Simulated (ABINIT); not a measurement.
# Si (I4/mmm) in ABINIT: single point with PBE0

Aim: the single point of Si with PBE0.

All numbers are computed with ABINIT 10.8.3 (patched build); they aren't measurements. Logs are shortened: lines on timing, memory, paths and dates and some standing lists are left out, and cuts for length are marked. The log counts tension as positive stress, the text compression.

**1. The structure**

It takes space group I4/mmm (No. 139, tetragonal). The conventional cell has a = 6.651 Å, b = 6.651 Å, c = 3.845 Å, α = 90.00°, β = 90.00°, γ = 90.00°. Around Si (site symmetry m2m) lie 4 Si at 2.34 to 2.38 Å.

This isn't the form of Si at room conditions, which is diamond.

**2. Single point, PBE0**

The input, run.abi:

```
# Pseudopotentials
pp_dirpath "./"
pseudos "Si.upf"

# Structure
acell 5.0806226073 5.0806226073 5.0806226073 Angstrom
rprim
    -0.6545347976     0.6545347976     0.3783760001
     0.6545347976    -0.6545347976     0.3783760001
     0.6545347976     0.6545347976    -0.3783760001
ntypat 1
znucl 14
natom 4
typat 1 1 1 1
xred
     0.8211989400     0.1788010600     0.0000000000
     0.1788010600     0.8211989400     0.0000000000
     0.8211989400     0.8211989400     0.6423978800
     0.1788010600     0.1788010600     0.3576021200

# Plane-wave basis
ecut 14.0

# k points
kptopt 1
ngkpt 6 6 6
nshiftk 1
shiftk 0.0 0.0 0.0

# Exchange and correlation
ixc 41

# Bands and occupations
nband 10
occopt 1

# SCF cycle
nstep 60
diemac 6.0
toldfe 1.0e-7

# Output
iomode 3
prtwf 0
prteig 0
prtebands 0
enunit 1
prtvol 2
prtden 1
prtvha 1
prtvclmb 1
prtpot 1
prtelf 1
```

Potentials or basis: PseudoDojo NC SR PBE v0.4.1 standard.

Command:

```
> mpirun --bind-to none -np 8 abinit run.abi > log 2>&1
```

run.abo:

```text
.Version 10.8.3 of ABINIT
 Symmetries : space group I4/m m m (#139); Bravais tI (body-center tetrag.)
================================================================================
 Values of the parameters that define the memory need of the present run
     intxc =       0    ionmov =       0      iscf =       7    lmnmax =       6
     lnmax =       6     mgfft =      36  mpssoang =       3    mqgrid =    3001
     natom =       4  nloc_mem =       1    nspden =       1   nspinor =       1
    nsppol =       1      nsym =      16    n1xccc =    2501    ntypat =       1
    occopt =       1   xclevel =       2
       mpw =        1463          nfft =       46656          nkpt =          30
================================================================================
================================================================================

--------------------------------------------------------------------------------
------------- Echo of variables that govern the present computation ------------
--------------------------------------------------------------------------------
 -outvars: echo values of preprocessed input variables --------
            acell      9.6009852769E+00  9.6009852769E+00  9.6009852769E+00 Bohr
              amu      2.80855000E+01
           diemac      6.00000000E+00
             ecut      1.40000000E+01 Hartree
           enunit           1
              ixc          41
         kptrlatt        6    0    0      0    6    0      0    0    6
          kptrlen      4.35933889E+01
            natom           4
            nband          10
          nbandhf           8
            ngfft          36      36      36
             nkpt          30
           nkpthf         216
            nstep          60
             nsym          16
           ntypat           1
        prtebands           0
           prteig           0
           prtelf           1
           prtpot           1
         prtvclmb           1
           prtvha           1
           prtvol           2
            prtwf           0
            rprim     -6.5453479760E-01  6.5453479760E-01  3.7837600010E-01
                       6.5453479760E-01 -6.5453479760E-01  3.7837600010E-01
                       6.5453479760E-01  6.5453479760E-01 -3.7837600010E-01
          spgroup         139
           toldfe      1.00000000E-07 Hartree
            typat      1  1  1  1
          usefock           1
           xangst     -2.1362583619E+00  2.1362583619E+00  1.9223856602E+00
                       2.1362583619E+00 -2.1362583619E+00  1.9223856602E+00
                       2.1362583619E+00  2.1362583619E+00  1.9223856602E+00
                       1.1891859280E+00  1.1891859280E+00 -1.1154236619E-17
            xcart     -4.0369432382E+00  4.0369432382E+00  3.6327824061E+00
                       4.0369432382E+00 -4.0369432382E+00  3.6327824061E+00
                       4.0369432382E+00  4.0369432382E+00  3.6327824061E+00
                       2.2472357168E+00  2.2472357168E+00 -2.1078452354E-17
             xred      8.2119894000E-01  1.7880106000E-01 -4.0422441106E-18
                       1.7880106000E-01  8.2119894000E-01 -2.4735566806E-17
                       8.2119894000E-01  8.2119894000E-01  6.4239788000E-01
                       1.7880106000E-01  1.7880106000E-01  3.5760212000E-01
            znucl       14.00000

================================================================================

 chkinp: Checking input parameters for consistency.

================================================================================
== DATASET  1 ==================================================================

--- !DatasetInfo
iteration_state: {dtset: 1, }
dimensions: {natom: 4, nkpt: 30, mband: 10, nsppol: 1, nspinor: 1, nspden: 1, mpw: 1463, }
cutoff_energies: {ecut:  14.0, pawecutdg:  -1.0, }
electrons: {nelect:   1.60000000E+01, charge:   0.00000000E+00, occopt:   1.00000000E+00, tsmear:   1.00000000E-02, }
meta: {optdriver: 0, ionmov: 0, optcell: 0, iscf: 7, paral_kgb: 0, }
...

 Exchange-correlation functional for the present dataset will be:
  PBE0 with alpha=0.25

 Real(R)+Recip(G) space primitive vectors, cartesian coordinates (Bohr,Bohr^-1):
 R(1)= -6.2841790  6.2841790  3.6327824  G(1)=  0.0000000  0.0795649  0.1376355
 R(2)=  6.2841790 -6.2841790  3.6327824  G(2)=  0.0795649  0.0000000  0.1376355
 R(3)=  6.2841790  6.2841790 -3.6327824  G(3)=  0.0795649  0.0795649  0.0000000
 Unit cell volume ucvol=  5.7384746E+02 bohr^3
 Angles (23,13,12)=  9.82312295E+01  9.82312295E+01  1.35533751E+02 degrees

 getcut: wavevector=  0.0000  0.0000  0.0000  ngfft=  36  36  36
         ecut(hartree)=     14.000   => boxcut(ratio)=   2.22733

 getcut : COMMENT -
  Note that boxcut > 2.2 ; recall that boxcut=Gcut(box)/Gcut(sphere) = 2
  is sufficient for exact treatment of convolution.
[... 191 lines left out ...]
       0.821198940000      0.821198940000      0.642397880000
       0.178801060000      0.178801060000      0.357602120000
 rms dE/dt=  3.3687E-03; max dE/dt=  4.7641E-03; dE/dt below (all hartree)
    1      -0.004764100354      0.004764100354      0.000000000000
    2       0.004764100354     -0.004764100354      0.000000000000
    3       0.000000000000      0.000000000000     -0.004764100354
    4       0.000000000000      0.000000000000      0.004764100354

 cartesian coordinates (angstrom) at end:
    1     -2.13625836192269     2.13625836192269     1.92238566016781
    2      2.13625836192268    -2.13625836192268     1.92238566016781
    3      2.13625836192268     2.13625836192268     1.92238566016781
    4      1.18918592802840     1.18918592802840    -0.00000000000000

 cartesian forces (hartree/bohr) at end:
    1     -0.00037905511506     0.00037905511506     0.00000000000000
    2      0.00037905511506    -0.00037905511506    -0.00000000000000
    3      0.00037905511506     0.00037905511506     0.00000000000000
    4     -0.00037905511506    -0.00037905511506     0.00000000000000
 frms,max,avg= 3.0949721E-04 3.7905512E-04   0.000E+00  0.000E+00  0.000E+00 h/b

 cartesian forces (eV/Angstrom) at end:
    1     -0.01949179771701     0.01949179771701     0.00000000000000
    2      0.01949179771701    -0.01949179771701    -0.00000000000000
    3      0.01949179771701     0.01949179771701     0.00000000000000
    4     -0.01949179771701    -0.01949179771701     0.00000000000000
 frms,max,avg= 1.5914986E-02 1.9491798E-02   0.000E+00  0.000E+00  0.000E+00 e/A
 length scales=  9.600985276893  9.600985276893  9.600985276893 bohr
              =  5.080622607300  5.080622607300  5.080622607300 angstroms
 Fermi (or HOMO) energy (eV) =   3.41516   Average Vxc (eV)=  -7.17539
 Eigenvalues (   eV  ) for nkpt=  30  k points:
 kpt#   1, nband= 10, wtk=  0.00463, kpt=  0.0000  0.0000  0.0000 (reduced coord)
 -10.07068   -5.35594   -2.85067   -2.85067   -0.71459    1.71902    1.71902    2.82391
   6.15618    6.35624
 kpt#   2, nband= 10, wtk=  0.03704, kpt=  0.1667  0.0000  0.0000 (reduced coord)
  -9.73056   -5.40460   -3.27160   -2.43537   -0.52241    0.28993    0.61306    2.22349
   5.55594    6.50754
 kpt#   3, nband= 10, wtk=  0.03704, kpt=  0.3333  0.0000  0.0000 (reduced coord)
  -8.77992   -5.25969   -4.58553   -2.74929   -1.14749   -0.39575    0.72734    1.25991
   5.64410    6.34198
 kpt#   4, nband= 10, wtk=  0.01852, kpt=  0.5000  0.0000  0.0000 (reduced coord)
  -7.86849   -5.81142   -4.98074   -3.46524   -1.43735   -0.42947    0.77563    1.81469
   5.47538    7.16222
 kpt#   5, nband= 10, wtk=  0.03704, kpt=  0.1667  0.1667  0.0000 (reduced coord)
  -8.93053   -5.05907   -3.71936   -3.49669   -1.03904   -0.19249   -0.09896    1.51134
   5.31680    6.80376
 kpt#   6, nband= 10, wtk=  0.07407, kpt=  0.3333  0.1667  0.0000 (reduced coord)
  -7.87987   -5.61813   -5.19388   -3.51824   -1.49212    0.19275    0.65737    1.30845
[... 58 lines left out ...]
 kpt#  26, nband= 10, wtk=  0.01852, kpt= -0.3333  0.3333  0.3333 (reduced coord)
  -8.76714   -7.27656   -5.51519   -1.39207    0.39564    1.47771    2.59281    2.66205
   5.39549    7.63631
 kpt#  27, nband= 10, wtk=  0.01852, kpt=  0.5000  0.5000  0.3333 (reduced coord)
  -8.23204   -7.70910   -5.86842   -1.80098    0.25251    2.12145    2.84757    3.15655
   5.21063    8.03145
 kpt#  28, nband= 10, wtk=  0.03704, kpt= -0.3333  0.5000  0.3333 (reduced coord)
  -7.88043   -7.25785   -6.25286   -1.73221   -1.15519    1.23010    2.74342    2.83769
   7.09491    8.32533
 kpt#  29, nband= 10, wtk=  0.00926, kpt= -0.3333 -0.3333  0.3333 (reduced coord)
  -7.09125   -6.52357   -6.52357   -2.58069   -1.14880   -0.77487    1.80452    1.80452
   7.08508    9.34151
 kpt#  30, nband= 10, wtk=  0.00463, kpt=  0.5000  0.5000  0.5000 (reduced coord)
  -7.62520   -7.62520   -6.83348   -2.19766    0.10562    3.12214    3.41516    3.41516
   5.02894    8.19417
 Total charge density [el/Bohr^3]
)     Maximum=    8.7571E-02  at reduced coord.    0.9722    0.9722    0.5278
)Next maximum=    8.7571E-02  at reduced coord.    0.5556    0.5556    0.5278
)     Minimum=    2.0322E-03  at reduced coord.    0.8056    0.1667    0.0000
)Next minimum=    2.0322E-03  at reduced coord.    0.8333    0.1944    0.0000
   Integrated=    1.6000E+01

--- !EnergyTerms
iteration_state     : {dtset: 1, }
comment             : Components of total free energy in Hartree
kinetic             :  6.11063994822169E+00
hartree             :  1.47770463664788E+00
xc                  : -5.11587937033103E+00
Ewald energy        : -1.60789801833871E+01
psp_core            :  1.04202917872521E+00
local_psp           : -5.58240049472326E+00
non_local_psp+x     :  1.23019460796363E+00
total_energy        : -1.69166916768830E+01
...

--- !EnergyTermsDC
iteration_state     : {dtset: 1, }
comment             : '"Double-counting" decomposition of free energy'
band_energy         : -1.41607737001315E+00
Ewald energy        : -1.60789801833871E+01
psp_core            :  1.04202917872521E+00
xc_dc               : -4.63649474702811E-01
total_energy_dc     : -1.69166778493779E+01
...

 Cartesian components of stress tensor (hartree/bohr^3)
  sigma(1 1)=  7.62134260E-06  sigma(3 2)=  0.00000000E+00
  sigma(2 2)=  7.62134260E-06  sigma(3 1)=  0.00000000E+00
  sigma(3 3)=  4.87014103E-06  sigma(2 1)=  0.00000000E+00

-Cartesian components of stress tensor (GPa)         [Pressure= -1.9725E-01 GPa]
- sigma(1 1)=  2.24227641E-01  sigma(3 2)=  0.00000000E+00
- sigma(2 2)=  2.24227641E-01  sigma(3 1)=  0.00000000E+00
- sigma(3 3)=  1.43284496E-01  sigma(2 1)=  0.00000000E+00

== END DATASET(S) ==============================================================
================================================================================

 -outvars: echo values of variables after computation  --------
            acell      9.6009852769E+00  9.6009852769E+00  9.6009852769E+00 Bohr
           etotal     -1.6916691677E+01
            fcart     -3.7905511506E-04  3.7905511506E-04  2.2876816030E-20
                       3.7905511506E-04 -3.7905511506E-04 -6.9357787566E-20
                       3.7905511506E-04  3.7905511506E-04  4.5949679013E-21
                      -3.7905511506E-04 -3.7905511506E-04  4.1886003634E-20
            rprim     -6.5453479760E-01  6.5453479760E-01  3.7837600010E-01
                       6.5453479760E-01 -6.5453479760E-01  3.7837600010E-01
                       6.5453479760E-01  6.5453479760E-01 -3.7837600010E-01
           strten      7.6213425960E-06  7.6213425960E-06  4.8701410339E-06
                       0.0000000000E+00  0.0000000000E+00  0.0000000000E+00
           xangst     -2.1362583619E+00  2.1362583619E+00  1.9223856602E+00
                       2.1362583619E+00 -2.1362583619E+00  1.9223856602E+00
                       2.1362583619E+00  2.1362583619E+00  1.9223856602E+00
                       1.1891859280E+00  1.1891859280E+00 -1.1154236619E-17
             xred      8.2119894000E-01  1.7880106000E-01 -4.0422441106E-18
                       1.7880106000E-01  8.2119894000E-01 -2.4735566806E-17
                       8.2119894000E-01  8.2119894000E-01  6.4239788000E-01
                       1.7880106000E-01  1.7880106000E-01  3.5760212000E-01
 Calculation completed.
```

It took 41 min on 8 MPI ranks of Arm Neoverse V2, shared host; peak memory 0.96 GiB.

Results:

```
Free energy                                           : -460.3266 eV
Pressure                                              : -0.2 GPa
Largest force                                         : 0.028 eV/Å
Band gap on the k mesh                                : 1.43 eV, indirect (least direct gap 1.61 eV)
Valence electrons inside the program's atomic spheres : Si 1.76 (radii [1.0584] Å)
```

Forces in eV/Å, atoms in the order of the input:
```
Si  -0.019  0.019  0.000
Si   0.019 -0.019  0.000
Si   0.019  0.019  0.000
Si  -0.019 -0.019  0.000
```

Caveat: the potentials were made for another functional, which shifts forces and pressure. A k mesh can miss the band edges.
